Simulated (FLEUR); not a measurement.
# Collinear magnetic orders of Co4 Ru2 Co4 0001 with FLEUR, part 2 of 2

Wanted: the moments of Co4 Ru2 Co4 0001 and the energy of each order that was tried.

FLEUR MaX-R8.1; PBE; all-electron FLAPW film, Dirac cores, scalar-relativistic bands.

So far. Step 2 (Run 1 (ferro ++++++++)): After 61 cycles the largest moment stands at 1.84 μB.

## 3. Run 2 (antiferro ++++----)

Another pattern of signs weighs the neighbour shells otherwise.

inp.xml reads:

```
<?xml version="1.0" encoding="UTF-8" standalone="no"?>
<fleurInput fleurInputVersion="0.39">
   <comment>
      Co4Ru
   </comment>
   <calculationSetup>
      <cutoffs Kmax="3.89" Gmax="11.7" GmaxXC="11.7" numbands="0"/>
      <scfLoop itmax="150" minDistance="0.00002" maxIterBroyd="15" imix="Anderson" alpha="0.03" precondParam="0.0" spinf="2.0" sdNocoIR="T"/>
      <coreElectrons ctail="T" frcor="F" kcrel="0" coretail_lmax="0"/>
      <xcFunctional name="pbe" relativisticCorrections="F"/>
      <magnetism jspins="2"/>
      <soc l_soc="F" theta="0.0" phi="0.0" spav="F"/>
      <expertModes spex="0" secvar="F"/>
      <geometryOptimization l_f="F" forcealpha="1.0" forcemix="BFGS" epsdisp="0.00001" epsforce="0.00001"/>
      <ldaU l_linMix="F" mixParam="0.05" spinf="1.0"/>
   </calculationSetup>
   <cell>
      <bzIntegration valenceElectrons="164.0" mode="hist" fermiSmearingEnergy="0.00183747">
         <kPointListSelection listName="default-1"/>
         <xi:include xmlns:xi="http://www.w3.org/2001/XInclude" href="kpts.xml"> </xi:include>
      </bzIntegration>
      <xi:include xmlns:xi="http://www.w3.org/2001/XInclude" href="sym.xml"> </xi:include>
      <filmLattice scale="1.0" dVac="36.28" dTilda="38.78">
         <bravaisMatrixFilm>
            <row-1>    5.1135991739620046    -0.0000000651577568</row-1>
            <row-2>   -2.5567995305443318     4.4285068219946586</row-2>
         </bravaisMatrixFilm>
         <vacuumEnergyParameters vacuum="1" spinUp="-.25" spinDown="-.25"/>
         <vacuumEnergyParameters vacuum="2" spinUp="-.25" spinDown="-.25"/>
      </filmLattice>
   </cell>
   <atomSpecies>
      <species name="Cobalt (Co1.800" element="Co" atomicNumber="27">
         <mtSphere radius="2.11" gridPoints="697" logIncrement="0.017"/>
         <atomicCutoffs lmax="8" lnonsphr="6"/>
         <electronConfig flipSpins="F">
            <coreConfig>(1s1/2) (2s1/2) (2p1/2) (2p3/2)</coreConfig>
            <valenceConfig>(3s1/2) (3p1/2) (3p3/2) (4s1/2) (3d3/2) (3d5/2)</valenceConfig>
            <stateOccupation state="(3d3/2)" spinUp="1.4" spinDown="1.4"/>
            <stateOccupation state="(3d5/2)" spinUp="3.0" spinDown="1.2"/>
         </electronConfig>
         <energyParameters s="4" p="4" d="3" f="4"/>
         <lo type="SCLO" l="0" n="3" eDeriv="0"/>
         <lo type="SCLO" l="1" n="3" eDeriv="0"/>
      </species>
      <species name="Ruthenium (Ru)" element="Ru" atomicNumber="44">
         <mtSphere radius="2.38" gridPoints="787" logIncrement="0.016"/>
         <atomicCutoffs lmax="8" lnonsphr="6"/>
         <electronConfig flipSpins="F">
            <coreConfig>(1s1/2) (2s1/2) (2p1/2) (2p3/2) (3s1/2) (3p1/2) (3p3/2) (4s1/2) (3d3/2) (3d5/2)</coreConfig>
            <valenceConfig>(4p1/2) (4p3/2) (5s1/2) (4d3/2) (4d5/2)</valenceConfig>
            <stateOccupation state="(5s1/2)" spinUp="0.500000" spinDown="0.500000"/>
            <stateOccupation state="(4d3/2)" spinUp="1.400000" spinDown="1.400000"/>
            <stateOccupation state="(4d5/2)" spinUp="2.100000" spinDown="2.100000"/>
         </electronConfig>
         <energyParameters s="5" p="5" d="4" f="4"/>
         <lo type="SCLO" l="1" n="4" eDeriv="0"/>
      </species>
      <species name="Cobalt (Co-1.800" element="Co" atomicNumber="27">
         <mtSphere radius="2.11" gridPoints="697" logIncrement="0.017"/>
         <atomicCutoffs lmax="8" lnonsphr="6"/>
         <electronConfig flipSpins="F">
            <coreConfig>(1s1/2) (2s1/2) (2p1/2) (2p3/2)</coreConfig>
            <valenceConfig>(3s1/2) (3p1/2) (3p3/2) (4s1/2) (3d3/2) (3d5/2)</valenceConfig>
            <stateOccupation state="(3d3/2)" spinUp="1.4" spinDown="1.4"/>
            <stateOccupation state="(3d5/2)" spinUp="1.2" spinDown="3.0"/>
         </electronConfig>
         <energyParameters s="4" p="4" d="3" f="4"/>
         <lo type="SCLO" l="0" n="3" eDeriv="0"/>
         <lo type="SCLO" l="1" n="3" eDeriv="0"/>
      </species>
   </atomSpecies>
   <atomGroups>
      <atomGroup species="Cobalt (Co1.800">
         <filmPos label="                   1">.0000000000 .0000000000 -15.6299792720</filmPos>
         <force calculate="T" relaxXYZ="TTT"/>
      </atomGroup>
      <atomGroup species="Cobalt (Co1.800">
         <filmPos label="                   2">1.000/3.000 -1.000/3.000 -12.3222061071</filmPos>
         <force calculate="T" relaxXYZ="TTT"/>
      </atomGroup>
      <atomGroup species="Cobalt (Co1.800">
         <filmPos label="                   3">.0000000000 .0000000000 -9.0144329422</filmPos>
         <force calculate="T" relaxXYZ="TTT"/>
      </atomGroup>
      <atomGroup species="Cobalt (Co1.800">
         <filmPos label="                   4">1.000/3.000 -1.000/3.000 -5.7066597773</filmPos>
         <force calculate="T" relaxXYZ="TTT"/>
      </atomGroup>
      <atomGroup species="Ruthenium (Ru)">
         <filmPos label="                   5">.0000000000 .0000000000 -2.0264000816</filmPos>
         <force calculate="T" relaxXYZ="TTT"/>
      </atomGroup>
      <atomGroup species="Ruthenium (Ru)">
         <filmPos label="                   6">1.000/3.000 -1.000/3.000 2.0264000816</filmPos>
         <force calculate="T" relaxXYZ="TTT"/>
      </atomGroup>
      <atomGroup species="Cobalt (Co-1.800">
         <filmPos label="                   7">.0000000000 .0000000000 5.7066597773</filmPos>
         <force calculate="T" relaxXYZ="TTT"/>
      </atomGroup>
      <atomGroup species="Cobalt (Co-1.800">
         <filmPos label="                   8">1.000/3.000 -1.000/3.000 9.0144329422</filmPos>
         <force calculate="T" relaxXYZ="TTT"/>
      </atomGroup>
      <atomGroup species="Cobalt (Co-1.800">
         <filmPos label="                   9">.0000000000 .0000000000 12.3222061071</filmPos>
         <force calculate="T" relaxXYZ="TTT"/>
      </atomGroup>
      <atomGroup species="Cobalt (Co-1.800">
         <filmPos label="                  10">1.000/3.000 -1.000/3.000 15.6299792720</filmPos>
         <force calculate="T" relaxXYZ="TTT"/>
      </atomGroup>
   </atomGroups>
   <output dos="F" band="F" slice="F">
      <bandDOS minEnergy="-.5*Htr" maxEnergy="0.5*Htr" sigma="0.015" storeEVData="T"/>
      <plotting iplot="0" polar="F">
         <plot TwoD="T" vec1="  1.0  0.0  0.0" vec2="  0.0  1.0  0.0" vec3="  0.0  0.0  1.0" zero="  0.0  0.0 -0.5" file="plot"/>
      </plotting>
      <moessbauerParams electricFieldGradient="F" isomerShift="F" coreHyperfine="F" valenceHyperfine="F"/>
   </output>
</fleurInput>
```

crystal.txt reads:

```
Co4Ru
&input film=T cartesian=F /
2.70600014859  -0.00000003448  0.00000000000
-1.35300004443  2.34346488856  0.00000000000
0.00000000000  0.00000000000  1.00000000000
1.8897261246
1.0 1.0 1.0

10
27 0.00000000000  0.00000000000  -15.62997927201 : 1.800
27 0.33333333333  0.66666666667  -12.32220610712 : 1.800
27 0.00000000000  0.00000000000  -9.01443294223 : 1.800
27 0.33333333333  0.66666666667  -5.70665977734 : 1.800
44 0.00000000000  0.00000000000  -2.02640008161
44 0.33333333333  0.66666666667  2.02640008161
27 0.00000000000  0.00000000000  5.70665977734 : -1.800
27 0.33333333333  0.66666666667  9.01443294223 : -1.800
27 0.00000000000  0.00000000000  12.32220610712 : -1.800
27 0.33333333333  0.66666666667  15.62997927201 : -1.800

&kpt div1=20 div2=20 div3=1 gamma=T /
```

Started as:

```console
OMP_NUM_THREADS=1 inpgen -f crystal.txt > inpgen.log  # inp.xml is then edited as shown
OMP_NUM_THREADS=1 mpirun -n 4 fleur_MPI > fleur.log
```

Output:

```text
[banner, memory and clock lines left out]
Welcome to FLEUR        (www.flapw.de)
      MaX-Release 8.1          (www.max-centre.eu)

 ========== k-point set info ==========
 Selected k-point list: default-1
 k-point list type: mesh
 20 x 20 x 1
 Number of k points: 44

 ------------Calculation Setup---------------------------
 Number of PE/node        :            4
 Number of OMP-threads    :            1
 k-points in parallel     :            4
 pe's per k-point         :            1
 No of k-point loops      :           11
 Eigenvalue solver        :       lapack
 Number of basis functions:          955
 Approximate size of matrices (H+S) per k-point:         0.027 GB
 Iteration:     1   Distance:      49.46322848 me/bohr^3
 Iteration:     2   Distance:      53.76977545 me/bohr^3
 Iteration:     3   Distance:      69.08850541 me/bohr^3
 Iteration:     4   Distance:      27.83634480 me/bohr^3
 Iteration:     5   Distance:      18.05335915 me/bohr^3
 Iteration:     6   Distance:      26.88811838 me/bohr^3
 Iteration:     7   Distance:      31.75655192 me/bohr^3
 Iteration:     8   Distance:      13.71694676 me/bohr^3
 Iteration:     9   Distance:      11.01168422 me/bohr^3
 Iteration:    10   Distance:      15.61829793 me/bohr^3
[... 79 iterations left out ...]
 Iteration:    90   Distance:       0.00018222 me/bohr^3
 Iteration:    91   Distance:       0.00020834 me/bohr^3
 Iteration:    92   Distance:       0.00011922 me/bohr^3
 Iteration:    93   Distance:       0.00013972 me/bohr^3
 Iteration:    94   Distance:       0.00007324 me/bohr^3
 Iteration:    95   Distance:       0.00007687 me/bohr^3
 Iteration:    96   Distance:       0.00010953 me/bohr^3
 Iteration:    97   Distance:       0.00006422 me/bohr^3
 Iteration:    98   Distance:       0.00004647 me/bohr^3
 Iteration:    99   Distance:       0.00001205 me/bohr^3

 ********************************************************************
 Run finished successfully
 Stop message:
   all done
 ********************************************************************

--- out.xml (last complete iteration) ---
<iteration numberForCurrentRun="   99" overallNumber="   99">
         [... left out ...]
         <bandgap value="0.0052902385" units="eV"/>
         <sumValenceSingleParticleEnergies value="-213.1520474812" units="Htr"/>
         <FermiEnergy value="-0.1658651926" units="Htr"/>
         <valenceDensity>
            <mtCharges spin="1">
               <mtCharge atomType="1" total="8.6327839" s="1.1505516" p="3.0792290" d="4.3962418" f="0.0052090"/>
               <mtCharge atomType="2" total="8.6507507" s="1.1599910" p="3.1217889" d="4.3571283" f="0.0090999"/>
               <mtCharge atomType="3" total="8.6056001" s="1.1620666" p="3.1226753" d="4.3091343" f="0.0090199"/>
               <mtCharge atomType="4" total="8.4650179" s="1.1611747" p="3.1282950" d="4.1636113" f="0.0093464"/>
               <mtCharge atomType="5" total="6.2170857" s="0.1718337" p="3.1353412" d="2.8751123" f="0.0272314"/>
               <mtCharge atomType="6" total="6.1710580" s="0.1735679" p="3.1423271" d="2.8206363" f="0.0272792"/>
               <mtCharge atomType="7" total="7.1095580" s="1.1617052" p="3.1435738" d="2.7927032" f="0.0092409"/>
               <mtCharge atomType="8" total="6.9715586" s="1.1652886" p="3.1467203" d="2.6484842" f="0.0088508"/>
               <mtCharge atomType="9" total="6.9156088" s="1.1645450" p="3.1479724" d="2.5916120" f="0.0092130"/>
               <mtCharge atomType="10" total="6.7966381" s="1.1534796" p="3.0939887" d="2.5429129" f="0.0049978"/>
            </mtCharges>
            <mtCharges spin="2">
               <mtCharge atomType="1" total="6.7966376" s="1.1534795" p="3.0939886" d="2.5429125" f="0.0049978"/>
               <mtCharge atomType="2" total="6.9156083" s="1.1645451" p="3.1479724" d="2.5916115" f="0.0092130"/>
               <mtCharge atomType="3" total="6.9715581" s="1.1652886" p="3.1467202" d="2.6484837" f="0.0088508"/>
               <mtCharge atomType="4" total="7.1095577" s="1.1617052" p="3.1435738" d="2.7927028" f="0.0092409"/>
               <mtCharge atomType="5" total="6.1710580" s="0.1735679" p="3.1423271" d="2.8206364" f="0.0272792"/>
               <mtCharge atomType="6" total="6.2170856" s="0.1718337" p="3.1353412" d="2.8751123" f="0.0272314"/>
               <mtCharge atomType="7" total="8.4650181" s="1.1611747" p="3.1282950" d="4.1636114" f="0.0093464"/>
               <mtCharge atomType="8" total="8.6056002" s="1.1620666" p="3.1226753" d="4.3091345" f="0.0090199"/>
               <mtCharge atomType="9" total="8.6507508" s="1.1599910" p="3.1217889" d="4.3571283" f="0.0090999"/>
               <mtCharge atomType="10" total="8.6327839" s="1.1505516" p="3.0792289" d="4.3962419" f="0.0052090"/>
            </mtCharges>
            <spinDependentCharge spin="1" total="82.0000009" interstitial="7.3406264" mtSpheres="74.5356596" vacuum1="0.0572785" vacuum2="0.0664364"/>
            <spinDependentCharge spin="2" total="81.9999994" interstitial="7.3406261" mtSpheres="74.5356584" vacuum1="0.0664364" vacuum2="0.0572785"/>
            <totalCharge value="164.0000002960"/>
         </valenceDensity>
         [... left out ...]
[... rest left out ...]
```

Run time: 42 min. Hardware: 4 MPI ranks of Arm Neoverse V2, shared host; peak memory 0.8 GiB; 2.8 h of CPU time.

Spin moment in the muffin-tin sphere by atom:

```csv
atom,spin moment in the muffin-tin sphere (μB)
Co1,1.84
Co2,1.74
Co3,1.63
Co4,1.36
Ru5,0.05
Ru6,-0.05
Co7,-1.36
Co8,-1.63
Co9,-1.74
Co10,-1.84
```

Read from the output:

| Quantity | Value |
| --- | --- |
| free energy | -549979.7824 eV |
| program's band gap on this mesh (in a metal only a level spacing) | 0.005290 eV |
| magnetization | 0 μB |
| final state | antiferromagnetic |

It lies 2.04 meV a seeded atom over the first start, and its largest moment is 1.84 μB against 1.84 μB.

## 4. Ranking

Free energies are divided by the number of seeded atoms.

Orders:

```csv
start,final state,typed order kept,energy over the lowest (meV a seeded atom),largest sphere moment (μB),net moment (μB a primitive cell),mesh matched,CPU time (s)
ferro ++++++++,"ferromagnetic, with opposed induced moments",yes,0,1.838,12.52,yes,2832
antiferro ++++----,antiferromagnetic,yes,2.039,1.836,0,yes,10157
```

## 5. Outcome

```
lowest state found       : ferromagnetic (typed ferro ++++++++)
largest site spin moment : 1.84 μB
next finished state      : antiferromagnetic, 2.04 meV a seeded atom higher
```

What this shows: The lowest state found is ferromagnetic, reached from the start ferro ++++++++, with moments up to 1.84 μB. The two lowest states lie so close that the mesh, the functional or spin–orbit coupling could swap them. This is the lowest of 2 finished starts, no proof of the ground state. With 8 seeded atoms in the first cell, sign patterns within that cell may remain untried.

[Logs and program files are shortened in this print: banners, set-up blocks, solver, clock and traceback lines can be left out without a mark of their own.]

[Logs are printed without paths, hosts, clocks, repeated set-up lines and the standing remarks that a program may print on its own settings, such as how far it seeks lower states.]

[Hosts, paths, dates, database ids (printed as entryN), source tags and the programs' standing remarks are cut or masked in the printed files.]

[Where a cell is said to come from a database of computed structures, the database is the Materials Project.]
